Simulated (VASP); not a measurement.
# GaS (P6_3/mmc) in VASP: settings compared

One crystal, GaS, is run at these levels: PBEsol, PBE+D3(BJ); tasks: relaxation of cell and atoms.

Program: VASP 6.6.1. These are calculated values, not measurements. Logs are shortened: lines on timing, memory, paths and dates and some standing lists are left out, and cuts for length are marked.

### 1 The crystal as given

The structure is hexagonal, space group P6_3/mmc (No. 194). Conventional cell: a = 3.585 Å, b = 3.585 Å, c = 15.500 Å, α = 90.00°, β = 90.00°, γ = 120.00°. Ga (site symmetry 3m) is surrounded by 3 S at 2.34 Å and 1 Ga at 2.48 Å. Around S (site symmetry 3m) lie 3 Ga at 2.34 Å.

### 2 Relaxation of cell and atoms, PBEsol

Contents of INCAR:

```
SYSTEM = GaS
PREC = Accurate
ENCUT = 600
EDIFF = 1E-6
ISMEAR = 0
SIGMA = 0.03
LREAL = .FALSE.
LASPH = .TRUE.
NELM = 80
ALGO = Normal
ISIF = 3
LWAVE = .FALSE.
LCHARG = .FALSE.
GGA = PS
IBRION = 2
NSW = 90
EDIFFG = -0.01
KPAR = 2
```

Contents of KPOINTS:

```
Automatic mesh
0
G
  9 9 2
  0 0 0
```

Contents of POSCAR:

```
GaS
1.0
    3.5850000000      0.0000000000      0.0000000000
   -1.7925000000      3.1047010726      0.0000000000
    0.0000000000      0.0000000000     15.5000000000
Ga S
4 4
Direct
    0.3333333333      0.6666666667      0.1700000000
    0.6666666667      0.3333333333      0.6700000000
    0.3333333333      0.6666666667      0.3300000000
    0.6666666667      0.3333333333      0.8300000000
    0.3333333333      0.6666666667      0.6000000000
    0.6666666667      0.3333333333      0.1000000000
    0.3333333333      0.6666666667      0.9000000000
    0.6666666667      0.3333333333      0.4000000000
```

Potentials or basis: VASP PAW PBE potentials, release 64 (Ga_d, S).

Started as:

```console
> cat potpaw_PBE.64/Ga_d/POTCAR potpaw_PBE.64/S/POTCAR > POTCAR
> mpirun -np 2 vasp_std > vasp.out
```

OUTCAR:

```text
SYSTEM = GaS
   PREC = Accurate
   ENCUT = 600
   EDIFF = 1E-6
   ISMEAR = 0
   LREAL = .FALSE.
   LASPH = .TRUE.
   NELM = 80
   ISIF = 3
   GGA = PS
   IBRION = 2
   NSW = 90
   EDIFFG = -0.01

 ion  position               nearest neighbor table
   1  0.333  0.667  0.170-   6 2.34   6 2.34   6 2.34   3 2.48
   2  0.667  0.333  0.670-   5 2.34   5 2.34   5 2.34   4 2.48
   3  0.333  0.667  0.330-   8 2.34   8 2.34   8 2.34   1 2.48
   4  0.667  0.333  0.830-   7 2.34   7 2.34   7 2.34   2 2.48
   5  0.333  0.667  0.600-   2 2.34   2 2.34   2 2.34
   6  0.667  0.333  0.100-   1 2.34   1 2.34   1 2.34
   7  0.333  0.667  0.900-   4 2.34   4 2.34   4 2.34
   8  0.667  0.333  0.400-   3 2.34   3 2.34   3 2.34

  LATTYP: Found a hexagonal cell.
 ALAT       =     3.5850000000
 C/A-ratio  =     4.3235704324

  Lattice vectors:

 A1 = (   3.5850000000,   0.0000000000,   0.0000000000)
 A2 = (  -1.7925000000,   3.1047010726,   0.0000000000)
 A3 = (   0.0000000000,   0.0000000000,  15.5000000000)

Analysis of symmetry for initial positions (statically):
=====================================================================
 Subroutine PRICEL returns:
 Original cell was already a primitive cell.

 Routine SETGRP: Setting up the symmetry group for a
 hexagonal supercell.

 Subroutine GETGRP returns: Found 24 space group operations
 (whereof 12 operations were pure point group operations)
 out of a pool of 24 trial point group operations.

The static configuration has the point symmetry D_3d.
 The point group associated with its full space group is D_6h.

Analysis of symmetry for dynamics (positions and initial velocities):
=====================================================================
 Subroutine PRICEL returns:
 Original cell was already a primitive cell.

 Routine SETGRP: Setting up the symmetry group for a
 hexagonal supercell.

 Subroutine GETGRP returns: Found 24 space group operations
 (whereof 12 operations were pure point group operations)
 out of a pool of 24 trial point group operations.

The dynamic configuration has the point symmetry D_3d.
 The point group associated with its full space group is D_6h.

 Subroutine INISYM returns: Found 24 space group operations
 (whereof 12 operations are pure point group operations),
 and found     1 'primitive' translations

----------------------------------------------------------------------------------------

                                     Primitive cell

  volume of cell :     172.5205

  direct lattice vectors                    reciprocal lattice vectors
     3.585000000  0.000000000  0.000000000     0.278940028  0.161046100  0.000000000
    -1.792500000  3.104701073  0.000000000     0.000000000  0.322092200  0.000000000
     0.000000000  0.000000000 15.500000000     0.000000000  0.000000000  0.064516129

  length of vectors
     3.585000000  3.585000000 15.500000000     0.322092200  0.322092200  0.064516129

  position of ions in fractional coordinates (direct lattice)
     0.333333333  0.666666667  0.170000000
     0.666666667  0.333333333  0.670000000
     0.333333333  0.666666667  0.330000000
     0.666666667  0.333333333  0.830000000
     0.333333333  0.666666667  0.600000000
     0.666666667  0.333333333  0.100000000
     0.333333333  0.666666667  0.900000000
     0.666666667  0.333333333  0.400000000

  ion indices of the primitive-cell ions
   primitive index   ion index
                 1           1
                 2           2
                 3           3
                 4           4
                 5           5
                 6           6
                 7           7
                 8           8

----------------------------------------------------------------------------------------

 KPOINTS: Automatic mesh

Automatic generation of k-mesh.
 Grid dimensions read from file:
 generate k-points for:    9    9    2

 Generating k-lattice:

  Cartesian coordinates                     Fractional coordinates (reciprocal lattice)
     0.030993336  0.017894011  0.000000000     0.111111111 -0.000000000  0.000000000
     0.000000000  0.035788022  0.000000000     0.000000000  0.111111111  0.000000000
     0.000000000  0.000000000  0.032258065     0.000000000  0.000000000  0.500000000

  Length of vectors
     0.035788022  0.035788022  0.032258065

  Shift w.r.t. Gamma in fractional coordinates (k-lattice)
     0.000000000  0.000000000  0.000000000

 Subroutine IBZKPT returns following result:
 ===========================================

 Found     24 irreducible k-points:

 Following reciprocal coordinates:
            Coordinates               Weight
  0.000000  0.000000  0.000000      1.000000
  0.111111  0.000000  0.000000      6.000000
  0.222222  0.000000  0.000000      6.000000
  0.333333 -0.000000  0.000000      6.000000
  0.444444  0.000000  0.000000      6.000000
  0.111111  0.111111  0.000000      6.000000
[... 16 lines left out ...]
  0.333333  0.222222  0.500000     12.000000
  0.333333  0.333333  0.500000      2.000000
   k-points           NKPTS =     24   k-points in BZ     NKDIM =     24   number of bands    NBANDS=     45
   number of dos      NEDOS =    301   number of ions     NIONS =      8
   total plane-waves  NPLWV = 113400
   dimension x,y,z NGX =    30 NGY =   30 NGZ =  126
   dimension x,y,z NGXF=    60 NGYF=   60 NGZF=  252
   ions per type =               4   4
   NGX,Y,Z   is equivalent  to a cutoff of  13.91, 13.91, 13.51 a.u.
   NGXF,Y,Z  is equivalent  to a cutoff of  27.82, 27.82, 27.03 a.u.
 SYSTEM =  GaS
   PREC   = accura    normal or accurate (medium, high low for compatibility)
   ISTART =      0    job   : 0-new  1-cont  2-samecut
   ICHARG =      2    charge: 1-file 2-atom 10-const
   ISPIN  =      1    spin polarized calculation?
   LNONCOLLINEAR =      F non collinear calculations
   LSORBIT =      F    spin-orbit coupling
   LASPH  =      T    aspherical Exc in radial PAW
   ENCUT  =  600.0 eV  44.10 Ry    6.64 a.u.   7.16  7.16 30.96*2*pi/ulx,y,z
   NELM   =     80;   NELMIN=  2; NELMDL= -5     # of ELM steps
   EDIFF  = 0.1E-05   stopping-criterion for ELM
   LREAL  =      F    real-space projection
   EDIFFG = -.1E-01   stopping-criterion for IOM
   NSW    =     90    number of steps for IOM
   IBRION =      2    ionic relax: 0-MD 1-quasi-New 2-CG
   NFREE  =      1    steps in history (QN), initial steepest desc. (CG)
   ISIF   =      3    stress and relaxation
   ISYM   =      2    0-nonsym 1-usesym 2-fastsym
   POTIM  = 0.5000    time-step for ionic-motion
   TEBEG  =    0.0;   TEEND  =   0.0 temperature during run
   PSTRESS=    0.0 pullay stress
   NELECT =      76.0000    total number of electrons
   NUPDOWN=      -1.0000    fix difference up-down
   EMIN   =  10.00;   EMAX   =-10.00  energy-range for DOS
   EFERMI =   0.00;   METHOD = LEGACY
   ISMEAR =     0;   SIGMA  =   0.03  broadening in eV -4-tet -1-fermi 0-gaus
   EFERMI_NEDOS =   21; number of points for ismear=-14 and -15
   IALGO  =     38    algorithm
   IMIX   =      4    mixing-type and parameters
     AMIX     =   0.40;   BMIX     =  1.00
     AMIX_MAG =   1.60;   BMIX_MAG =  1.00
  volume/ion in A,a.u.               =      21.57       145.53
  Fermi-wavevector in a.u.,A,eV,Ry     =   1.245659  2.353954 21.111700  1.551666
  Thomas-Fermi vector in A             =   2.379871
   LORBIT       =      0    0 simple, 1 ext, 2 COOP (PROOUT), +10 PAW based schemes
   GGA     = PS    functional components
   LHFCALC =     F    Hartree Fock is set to
   AEXX    =    0.0000 exact exchange contribution
   IVDW    =     0    specifies the selected vdW correction
   LEPSILON=     F    determine dielectric tensor
   LRPA    =     F    only Hartree local field effects (RPA)
 conjugate gradient relaxation of ions
 non-spin polarized calculation
 Gauss-broadening in eV      SIGMA  =   0.03
  energy-cutoff  :      600.00
  volume of cell :      172.52
 maximum number of plane-waves:      5823
 NGX is ok and might be reduce to    30
   NGX = 15   NGY = 15   NGZ = 61

--------------------------------------- Ionic step        1  -------------------------------------------

 number of electron      75.9999986 magnetization

 Free energy of the ion-electron system (eV)
  ---------------------------------------------------
  ext. energy  EPLUGINS =         0.00000000
  ---------------------------------------------------
  free energy    TOTEN  =       -36.16329112 eV

  energy without entropy =      -36.16329112  energy(sigma->0) =      -36.16329112

------------------------ aborting loop because EDIFF is reached ----------------------------------------

  FORCE on cell =-STRESS in cart. coord.  units (eV):
  Direction    XX          YY          ZZ          XY          YZ          ZX
  --------------------------------------------------------------------------------------
  -------------------------------------------------------------------------------------
  Total       -0.8942540     -0.8942540     -1.3099656      0.0000000      0.0000000      0.0000000
  in kB       -8.3048318     -8.3048318    -12.1654960      0.0000000      0.0000000      0.0000000
  external PRESSURE =      -9.5917199 kB  Pullay stress =       0.0000000 kB
[... 29 lines left out ...]
--------------------------------------- Ionic step        2  -------------------------------------------

 number of electron      76.0000010 magnetization

 E-fermi :   4.2364     XC(G=0):  -9.7809

 val. band max:        4.0551414320   @ k =   0.0000   0.0000   0.0000
 cond. band min:       5.5146569503   @ k =   0.4444   0.0000   0.0000
 fundamental gap:      1.4595155183
 Fermi energy:         4.2363624060

 k-point     1 :       0.0000    0.0000    0.0000
  band No.  band energies     occupation
      1     -10.9377      2.00000
      2     -10.9316      2.00000
      3     -10.7916      2.00000
      4     -10.7916      2.00000
      5     -10.7914      2.00000
      6     -10.7914      2.00000
[... 1218 lines left out ...]
  FREE ENERGIE OF THE ION-ELECTRON SYSTEM (eV)
  ---------------------------------------------------
  free  energy   TOTEN  =       -36.1769930266 eV

  energy  without entropy=      -36.1769930266  energy(sigma->0) =      -36.17699303

[... ionic steps 4 to 19 ...]

--------------------------------------- Ionic step       20  -------------------------------------------

 number of electron      76.0000015 magnetization

------------------------ aborting loop because EDIFF is reached ----------------------------------------
[... 79 lines left out ...]
--------------------------------------- Ionic step       22  -------------------------------------------

 number of electron      76.0000016 magnetization

 Free energy of the ion-electron system (eV)
  ---------------------------------------------------
  ext. energy  EPLUGINS =         0.00000000
  ---------------------------------------------------
  free energy    TOTEN  =       -36.19275678 eV

  energy without entropy =      -36.19275678  energy(sigma->0) =      -36.19275678

 E-fermi :   3.5503     XC(G=0):  -9.5031

 val. band max:        3.4021650251   @ k =   0.0000   0.0000   0.0000
 cond. band min:       5.1723426244   @ k =   0.4444   0.0000   0.0000
 fundamental gap:      1.7701775993
 Fermi energy:         3.5503238012

 k-point     1 :       0.0000    0.0000    0.0000
  band No.  band energies     occupation
      1     -11.3436      2.00000
      2     -11.3409      2.00000
      3     -11.2006      2.00000
      4     -11.2006      2.00000
      5     -11.2005      2.00000
      6     -11.2005      2.00000
[... 1176 lines left out ...]
  FREE ENERGIE OF THE ION-ELECTRON SYSTEM (eV)
  ---------------------------------------------------
  free  energy   TOTEN  =       -36.1927567761 eV

  energy  without entropy=      -36.1927567761  energy(sigma->0) =      -36.19275678

 reached required accuracy - stopping structural energy minimisation
```

Run time: 15 min. Hardware: 2 MPI ranks of AMD EPYC 9R45 (Zen 5), shared host; peak memory 0.43 GiB.

What came out:

* Free energy: -36.1928 eV
* Relaxed volume: 22.11 Å³/atom
* Relaxed cell: a = 3.567 Å, b = 3.567 Å, c = 16.051 Å, α = 90.00°, β = 90.00°, γ = 120.00°
* Space group after relaxing (to 0.05 Å): P6_3/mmc (No. 194)
* Energy gained by relaxing: 3.7 meV/atom
* Ionic steps: 22
* Pressure after relaxing: 0.0 GPa
* Largest force after relaxing: 0.005 eV/Å
* Band gap on the k mesh: 1.77 eV, indirect (least direct gap 1.93 eV)

Forces on the atoms (eV/Å):
```
Ga   0.000  0.000  0.004
Ga   0.000  0.000  0.004
Ga   0.000  0.000 -0.004
Ga   0.000  0.000 -0.004
S    0.000  0.000 -0.005
S    0.000  0.000 -0.005
S    0.000  0.000  0.005
S    0.000  0.000  0.005
```

Step by step:
```tsv
step	energy change (eV)	largest force (eV/Å)	pressure (GPa)	volume (Å³)
1	0.0000	0.2145	-0.96	172.52
2	-0.0134	0.0874	0.45	169.32
3	-0.0137	0.1069	0.20	169.77
4	-0.0154	0.0694	0.07	170.14
5	-0.0154	0.0805	-0.04	170.21
6	-0.0169	0.0824	0.00	170.37
7	-0.0202	0.0891	0.11	170.87
8	-0.0213	0.1312	0.38	171.86
9	-0.0225	0.1116	0.18	172.23
10	-0.0242	0.0890	0.10	172.89
11	-0.0261	0.0697	0.12	174.22
12	-0.0249	0.1256	-0.01	176.88
13	-0.0262	0.0736	0.07	175.82
14	-0.0281	0.0424	-0.23	176.52
15	-0.0286	0.0414	-0.26	176.88
16	-0.0286	0.0401	-0.38	177.59
17	-0.0287	0.0417	-0.26	177.14
18	-0.0287	0.0405	-0.31	177.33
19	-0.0294	0.0097	0.01	176.92
20	-0.0294	0.0027	-0.06	176.98
21	-0.0294	0.0048	-0.06	176.97
22	-0.0295	0.0047	0.00	176.87
```

Final structure:
```xyz
8
Lattice="3.5670 0.0000 0.0000 -1.7835 3.0891 0.0000 0.0000 0.0000 16.0511" Properties=species:S:1:pos:R:3 pbc="T T T"
Ga    0.0000    2.0594    2.7948
Ga    1.7835    1.0297   10.8203
Ga    0.0000    2.0594    5.2308
Ga    1.7835    1.0297   13.2564
S     0.0000    2.0594    9.7338
S     1.7835    1.0297    1.7083
S     0.0000    2.0594   14.3428
S     1.7835    1.0297    6.3173
```

Caveat: the PAW data sets were made with another functional, which shifts forces and pressure a little; an odd mesh through Γ misses points on the zone boundary, where band edges often lie; this functional lacks dispersion, which binds the layers, so the pressure and a relaxed spacing across them are unreliable.

### 3 Relaxation of cell and atoms, PBEsol

This run uses another cell than the first one, of 22.11 Å³/atom, 1.025 times its volume.

INCAR, as its differences from that of step 2:

```diff
@@ -3,3 +3,3 @@
 ENCUT = 600
-EDIFF = 1E-6
+EDIFF = 1E-7
 ISMEAR = 0
@@ -16,3 +16,3 @@
 NSW = 90
-EDIFFG = -0.01
+EDIFFG = -0.005
 KPAR = 2
```

KPOINTS is that of step 2.

Contents of POSCAR:

```
GaS                                     
1.0
    3.5670327780      0.0000000000     -0.0000000000
   -1.7835163890      3.0891410019     -0.0000000000
    0.0000000000     -0.0000000000     16.0511159328
  Ga              S             
     4     4
Direct
     0.3333333332999970    0.6666666667000030    0.1741159508692847
     0.6666666667000030    0.3333333332999970    0.6741159508692847
     0.3333333332999970    0.6666666667000030    0.3258840491307152
     0.6666666667000030    0.3333333332999970    0.8258840491307153
     0.3333333332999970    0.6666666667000030    0.6064274240363919
     0.6666666667000030    0.3333333332999970    0.1064274240363923
     0.3333333332999970    0.6666666667000030    0.8935725759636081
     0.6666666667000030    0.3333333332999970    0.3935725759636077
```

Potentials or basis: VASP PAW PBE potentials, release 64 (Ga_d, S).

Started as:

```console
> cat potpaw_PBE.64/Ga_d/POTCAR potpaw_PBE.64/S/POTCAR > POTCAR
> mpirun -np 2 vasp_std > vasp.out
```

Run time: 3.8 min. Hardware: 2 MPI ranks of AMD EPYC 9R45 (Zen 5), shared host; peak memory 0.4 GiB.

Results (log left out):

```yaml
Free_energy: -36.1936 eV
Relaxed_volume: 22.09 Å³/atom
Relaxed_cell: a = 3.566 Å, b = 3.566 Å, c = 16.049 Å, α = 90.00°, β = 90.00°, γ = 120.00°
Space_group_after_relaxing_to_0.05_Å: P6_3/mmc (No. 194)
Energy_gained_by_relaxing: 0.0 meV/atom
Ionic_steps: 6
Pressure_after_relaxing: 0.0 GPa
Largest_force_after_relaxing: 0.004 eV/Å
Band_gap_on_the_k_mesh: 1.77 eV, indirect (least direct gap 1.94 eV)
```

Forces on the atoms (eV/Å):
```
Ga   0.000  0.000 -0.004
Ga   0.000  0.000 -0.004
Ga   0.000  0.000  0.004
Ga   0.000  0.000  0.004
S    0.000  0.000 -0.002
S    0.000  0.000 -0.002
S    0.000  0.000  0.002
S    0.000  0.000  0.002
```

Final structure:
```
Ga S
1.0
     3.56602    0.00000    0.00000
    -1.78301    3.08826    0.00000
     0.00000    0.00000   16.04907
Ga S
4 4
Direct
  0.33333 0.66667 0.17414
  0.66667 0.33333 0.67414
  0.33333 0.66667 0.32586
  0.66667 0.33333 0.82586
  0.33333 0.66667 0.60639
  0.66667 0.33333 0.10639
  0.33333 0.66667 0.89361
  0.66667 0.33333 0.39361
```

Levels at points of the mesh, in eV from the valence-band top:
```
           k point  band 36  band 37  band 38  band 39  band 40  band 41
(0.00, 0.00, 0.00)    -1.19    -1.16     0.00     1.94     2.52     3.10
(0.00, 0.00, 0.50)    -1.21    -0.59    -0.59     2.29     2.29     3.15
```

Caveat: the PAW data sets were made with another functional, which shifts forces and pressure a little; an odd mesh through Γ misses points on the zone boundary, where band edges often lie; this functional lacks dispersion, which binds the layers, so the pressure and a relaxed spacing across them are unreliable.

(Part 1 of 2 ends here.)
